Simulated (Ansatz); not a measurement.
A run of Ansatz 0.2.0:

The input input.yaml:

```yaml
crystal:
  lattice:
    - [2.53211, 0.0, 0.0]
    - [0.0, 2.53211, 0.0]
    - [0.0, 0.0, 2.53211]
  atoms:
    - { symbol: Si, position: [0.5, 0.5, 0.5] }
kpoints:
  mp_grid: { grid: [10, 10, 10] }
scf:
  occupations: { method: fermi_dirac, width: 0.05 }
hamiltonian:
  xc: pbe
  pseudopotentials: { kind: all_electron, lapw: { basis_error: 0.002 } }
output: {}
phonons:
  method: fd
  supercell: [2, 2, 2]
  qpath:
    path:
      - [0.0, 0.0, 0.0]
      - [0.0, 0.5, 0.0]
      - [0.5, 0.5, 0.0]
      - [0.0, 0.0, 0.0]
      - [0.5, 0.5, 0.5]
      - [0.0, 0.5, 0.0]
    npoints: 8
```

Potentials or basis: all-electron LAPW, scalar-relativistic.

Run with:

```bash
$ ansatz run input.yaml --threads 1 --pin off --max-ram 3072MiB --backend cpu --events-out ev --progress --plain --runs-dir out
```

Hardware: 1 thread of Intel(R) Xeon(R) Platinum 8259CL CPU @ 2.50GHz (Skylake/Cascade Lake) (shared host).

Estimate the wall time of this run.

It took 61 s on 1 thread of Intel(R) Xeon(R) Platinum 8259CL CPU @ 2.50GHz (Skylake/Cascade Lake) (shared host), peak memory 0.48 GiB. Counts: scf iterations 14, plane waves 691, k points 10, bands 80.
